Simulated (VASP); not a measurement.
# MoSe2 (P6_3/mmc) in VASP: notebook

The runs below take MoSe2 through phonons, dielectric tensor, with LDA.

All numbers are computed with VASP 6.6.1; they aren't measurements. Logs are shortened: lines on timing, memory, paths and dates and some standing lists are left out, and cuts for length are marked.

### Step 1. Starting point

It takes space group P6_3/mmc (No. 194, hexagonal). The conventional cell has a = 3.252 Å, b = 3.252 Å, c = 12.739 Å, α = 90.00°, β = 90.00°, γ = 120.00°. Mo (site symmetry -6m2) has 6 Se at 2.51 Å as nearest neighbours. Se (site symmetry 3m) has 3 Mo at 2.51 Å as nearest neighbours.

### Step 2. Phonons, LDA

POSCAR

```
MoSe2
1.0
    3.2518070665      0.0000000000      0.0000000000
   -1.6259035332      2.8161475277      0.0000000000
    0.0000000000      0.0000000000     12.7387744519
  Mo              Se
     2     4
Direct
     0.3333333332999970    0.6666666667000030    0.2500000000000000
     0.6666666667000030    0.3333333332999970    0.7500000000000000
     0.3333333332999970    0.6666666667000030    0.6196545790875803
     0.6666666667000030    0.3333333332999970    0.1196545790875803
     0.3333333332999970    0.6666666667000030    0.8803454209124197
     0.6666666667000030    0.3333333332999970    0.3803454209124197
```

INCAR.step1

```
PREC = Accurate
ENCUT = 600
EDIFF = 1E-8
ISMEAR = 0
SIGMA = 0.03
LREAL = F
LASPH = T
NELM = 80
ALGO = Normal
ISIF = 3
LWAVE = F
LCHARG = F
KPAR = 2
IBRION = 2
NSW = 40
EDIFFG = -0.002
```

INCAR.step2

```
PREC = Accurate
ENCUT = 600
EDIFF = 1E-8
ISMEAR = 0
SIGMA = 0.03
LREAL = F
LASPH = T
NELM = 80
ALGO = Normal
ISIF = 2
LWAVE = F
LCHARG = F
KPAR = 2
IBRION = 6
NFREE = 2
POTIM = 0.015
NSW = 1
```

KPOINTS

```
regular mesh
0
Gamma
  9 9 2
```

Potentials or basis: VASP PAW LDA potentials, release 64 (Mo_sv, Se).

The run is started by

```
$ cat potpaw_LDA.64/Mo_sv/POTCAR potpaw_LDA.64/Se/POTCAR > POTCAR
$ cp INCAR.step1 INCAR
$ mpirun -np 2 vasp_std > vasp.out
$ cp CONTCAR POSCAR
$ cp INCAR.step2 INCAR
$ mpirun -np 2 vasp_std > vasp.out
```

OUTCAR:

```text
PREC = Accurate
   ENCUT = 600
   EDIFF = 1E-8
   ISMEAR = 0
   LREAL = F
   LASPH = T
   NELM = 80
   ISIF = 2
   IBRION = 6
   NFREE = 2
   POTIM = 0.015
   NSW = 1

 ion  position               nearest neighbor table
   1  0.333  0.667  0.250-   4 2.51   6 2.51   4 2.51   6 2.51   4 2.51   6 2.51
   2  0.667  0.333  0.750-   3 2.51   5 2.51   3 2.51   5 2.51   3 2.51   5 2.51
   3  0.333  0.667  0.620-   2 2.51   2 2.51   2 2.51
   4  0.667  0.333  0.120-   1 2.51   1 2.51   1 2.51
   5  0.333  0.667  0.880-   2 2.51   2 2.51   2 2.51
   6  0.667  0.333  0.380-   1 2.51   1 2.51   1 2.51

  LATTYP: Found a hexagonal cell.
 ALAT       =     3.2518099848
 C/A-ratio  =     3.9187652968

  Lattice vectors:

 A1 = (   3.2518099848,   0.0000000000,   0.0000000000)
 A2 = (  -1.6259049923,   2.8161500550,   0.0000000000)
 A3 = (   0.0000000000,   0.0000000000,  12.7430801202)

Analysis of symmetry for initial positions (statically):
=====================================================================
 Subroutine PRICEL returns:
 Original cell was already a primitive cell.

 Routine SETGRP: Setting up the symmetry group for a
 hexagonal supercell.

 Subroutine GETGRP returns: Found 24 space group operations
 (whereof 12 operations were pure point group operations)
 out of a pool of 24 trial point group operations.

The static configuration has the point symmetry D_3d.
 The point group associated with its full space group is D_6h.

Analysis of symmetry for dynamics (positions and initial velocities):
=====================================================================
 Subroutine PRICEL returns:
 Original cell was already a primitive cell.

 Routine SETGRP: Setting up the symmetry group for a
 hexagonal supercell.

 Subroutine GETGRP returns: Found 24 space group operations
 (whereof 12 operations were pure point group operations)
 out of a pool of 24 trial point group operations.

The dynamic configuration has the point symmetry D_3d.
 The point group associated with its full space group is D_6h.

 Subroutine INISYM returns: Found 24 space group operations
 (whereof 12 operations are pure point group operations),
 and found     1 'primitive' translations

----------------------------------------------------------------------------------------

                                     Primitive cell

  volume of cell :     116.6958

  direct lattice vectors                    reciprocal lattice vectors
     3.251809985  0.000000000  0.000000000     0.307521044  0.177547357  0.000000000
    -1.625904992  2.816150055  0.000000000    -0.000000000  0.355094715  0.000000000
     0.000000000  0.000000000 12.743080120     0.000000000  0.000000000  0.078473963

  length of vectors
     3.251809985  3.251809985 12.743080120     0.355094715  0.355094715  0.078473963

  position of ions in fractional coordinates (direct lattice)
     0.333333333  0.666666667  0.250000000
     0.666666667  0.333333333  0.750000000
     0.333333333  0.666666667  0.619692058
     0.666666667  0.333333333  0.119692058
     0.333333333  0.666666667  0.880307942
     0.666666667  0.333333333  0.380307942

  ion indices of the primitive-cell ions
   primitive index   ion index
                 1           1
                 2           2
                 3           3
                 4           4
                 5           5
                 6           6

----------------------------------------------------------------------------------------

 KPOINTS: regular mesh

Automatic generation of k-mesh.
 Grid dimensions read from file:
 generate k-points for:    9    9    2

 Generating k-lattice:

[... 53 lines left out ...]
   ICHARG =      2    charge: 1-file 2-atom 10-const
   ISPIN  =      1    spin polarized calculation?
   LNONCOLLINEAR =      F non collinear calculations
   LSORBIT =      F    spin-orbit coupling
   LASPH  =      T    aspherical Exc in radial PAW
   ENCUT  =  600.0 eV  44.10 Ry    6.64 a.u.   6.49  6.49 25.45*2*pi/ulx,y,z
   NELM   =     80;   NELMIN=  2; NELMDL=  0     # of ELM steps
   EDIFF  = 0.1E-07   stopping-criterion for ELM
   LREAL  =      F    real-space projection
   EDIFFG = 0.1E-06   stopping-criterion for IOM
   NSW    =    109    number of steps for IOM
   IBRION =      6    ionic relax: 0-MD 1-quasi-New 2-CG
   NFREE  =      2    steps in history (QN), initial steepest desc. (CG)
   ISIF   =      2    stress and relaxation
   ISYM   =      2    0-nonsym 1-usesym 2-fastsym
   POTIM  = 0.0150    time-step for ionic-motion
   TEBEG  =    0.0;   TEEND  =   0.0 temperature during run
   PSTRESS=    0.0 pullay stress
   NELECT =      52.0000    total number of electrons
   NUPDOWN=      -1.0000    fix difference up-down
   EMIN   =  10.00;   EMAX   =-10.00  energy-range for DOS
   EFERMI =   0.00;   METHOD = LEGACY
   ISMEAR =     0;   SIGMA  =   0.03  broadening in eV -4-tet -1-fermi 0-gaus
   EFERMI_NEDOS =   21; number of points for ismear=-14 and -15
   IALGO  =     38    algorithm
   IMIX   =      4    mixing-type and parameters
     AMIX     =   0.40;   BMIX     =  1.00
     AMIX_MAG =   1.60;   BMIX_MAG =  1.00
  volume/ion in A,a.u.               =      19.45       131.25
  Fermi-wavevector in a.u.,A,eV,Ry     =   1.250425  2.362960 21.273546  1.563562
  Thomas-Fermi vector in A             =   2.384419
   LORBIT       =      0    0 simple, 1 ext, 2 COOP (PROOUT), +10 PAW based schemes
   GGA     = CA    functional components
   LHFCALC =     F    Hartree Fock is set to
   AEXX    =    0.0000 exact exchange contribution
   IVDW    =     0    specifies the selected vdW correction
   LEPSILON=     F    determine dielectric tensor
   LRPA    =     F    only Hartree local field effects (RPA)
 finite differences with symmetry
 non-spin polarized calculation
 Gauss-broadening in eV      SIGMA  =   0.03
  energy-cutoff  :      600.00
  volume of cell :      116.70
 maximum number of plane-waves:      3974
 NGX is ok and might be reduce to    28
   NGX = 13   NGY = 13   NGZ = 51

--------------------------------------- Ionic step        1  -------------------------------------------

 number of electron      52.0000002 magnetization

 Free energy of the ion-electron system (eV)
  ---------------------------------------------------
  ext. energy  EPLUGINS =         0.00000000
  ---------------------------------------------------
  free energy    TOTEN  =       -45.26959180 eV

  energy without entropy =      -45.26959180  energy(sigma->0) =      -45.26959180

------------------------ aborting loop because EDIFF is reached ----------------------------------------

  FORCE on cell =-STRESS in cart. coord.  units (eV):
  Direction    XX          YY          ZZ          XY          YZ          ZX
  --------------------------------------------------------------------------------------
  -------------------------------------------------------------------------------------
  Total        0.0010155      0.0010155      0.0002390      0.0000000      0.0000000      0.0000000
  in kB        0.0139420      0.0139420      0.0032815      0.0000000      0.0000000      0.0000000
  external PRESSURE =       0.0103885 kB  Pullay stress =       0.0000000 kB
[... 307 lines left out ...]
--------------------------------------- Ionic step        9  -------------------------------------------

 number of electron      52.0000003 magnetization

 Free energy of the ion-electron system (eV)
  ---------------------------------------------------
  ext. energy  EPLUGINS =         0.00000000
  ---------------------------------------------------
  free energy    TOTEN  =       -45.26783052 eV

  energy without entropy =      -45.26783052  energy(sigma->0) =      -45.26783052

 E-fermi :   7.1942     XC(G=0): -11.1408

 val. band max:        6.8823072653   @ k =   0.0000   0.0000   0.0000
 cond. band min:       7.7082967436   @ k =   0.2222   0.1111   0.0000
 fundamental gap:      0.8259894783
 Fermi energy:         7.1941540300

 k-point     1 :       0.0000    0.0000    0.0000
  band No.  band energies     occupation
      1     -53.9447      2.00000
      2     -53.9389      2.00000
      3     -28.3359      2.00000
      4     -28.3279      2.00000
      5     -28.0984      2.00000
      6     -28.0984      2.00000
[... 838 lines left out ...]
  FREE ENERGIE OF THE ION-ELECTRON SYSTEM (eV)
  ---------------------------------------------------
  free  energy   TOTEN  =       -45.2678305216 eV

  energy  without entropy=      -45.2678305216  energy(sigma->0) =      -45.26783052

 INTERNAL STRAIN TENSORS FROM DISPLACED ATOMS
 ============================================

 INTERNAL STRAIN TENSOR FOR ION    1 for displacements in x,y,z  (eV/Angst):
          X           Y           Z          XY          YZ          ZX
  --------------------------------------------------------------------------------
  x    -0.00000     0.00000    -0.00000    -7.13200     0.00000     0.00000
  y    -7.13200     7.13200     0.00000     0.00000     0.00000     0.00000
  z     0.00000     0.00000     0.00000     0.00000    -0.00000    -0.00000

 INTERNAL STRAIN TENSOR FOR ION    6 for displacements in x,y,z  (eV/Angst):
          X           Y           Z          XY          YZ          ZX
  --------------------------------------------------------------------------------
  x     0.00000    -0.00000     0.00000     3.66021    -0.00000   -13.20462
  y     3.66021    -3.66021     0.00000    -0.00000   -13.20462    -0.00000
  z   -10.05212   -10.05212   -27.07368    -0.00000     0.00000     0.00000

 Eigenvectors and eigenvalues of the dynamical matrix
 ----------------------------------------------------

   1 f  =   10.686998 THz    67.148387 2PiTHz  356.479874 cm-1    44.197852 meV
             X         Y         Z           dx          dy          dz
     -0.000000  1.877433  3.185770    -0.000000   -0.000000   -0.557150
      1.625905  0.938717  9.557310     0.000000    0.000000    0.557150
     -0.000000  1.877433  7.896786    -0.000000   -0.000000   -0.307883
      1.625905  0.938717  1.525245     0.000000    0.000000    0.307883
     -0.000000  1.877433 11.217835    -0.000000   -0.000000   -0.307883
      1.625905  0.938717  4.846295     0.000000    0.000000    0.307883
[... 145 lines left out ...]
  18 f/i=    0.000758 THz     0.004765 2PiTHz    0.025298 cm-1     0.003137 meV
             X         Y         Z           dx          dy          dz
     -0.000000  1.877433  3.185770    -0.423662   -0.097545    0.000000
      1.625905  0.938717  9.557310    -0.423662   -0.097545    0.000000
     -0.000000  1.877433  7.896786    -0.384278   -0.088477    0.000000
      1.625905  0.938717  1.525245    -0.384278   -0.088477    0.000000
     -0.000000  1.877433 11.217835    -0.384278   -0.088477    0.000000
      1.625905  0.938717  4.846295    -0.384278   -0.088477    0.000000

 ELASTIC MODULI CONTR FROM IONIC RELAXATION (kBar)
 Direction    XX          YY          ZZ          XY          YZ          ZX
 --------------------------------------------------------------------------------
 XX        -394.7903   -235.4940   -848.7820     -0.0000      0.0000      0.0000
 YY        -235.4940   -394.7903   -848.7820     -0.0000     -0.0000     -0.0000
 ZZ        -848.7820   -848.7820  -2286.0509     -0.0000     -0.0000     -0.0000
 XY          -0.0000     -0.0000     -0.0000    -79.6482     -0.0000      0.0000
 YZ           0.0000      0.0000     -0.0000     -0.0000  -1131.0475     -0.0000
 ZX           0.0000     -0.0000     -0.0000      0.0000     -0.0000  -1131.0476
 --------------------------------------------------------------------------------
```

It took 7.6 min on 2 MPI ranks of AMD EPYC 9R45 (Zen 5), shared host; peak memory 0.58 GiB.

What came out:

| Quantity | Value |
| --- | --- |
| Highest phonon frequency at Γ, LO-TO splitting left out | 356 cm⁻¹ |

Phonon frequencies in cm⁻¹ (negative: imaginary):
```csv
q point,frequencies
"(0.000, 0.000, 0.000)",0 0 0 29 29 45 169 169 171 171 243 246 288 288 289 289 353 356
```

(Continued in part 2 of 2.)
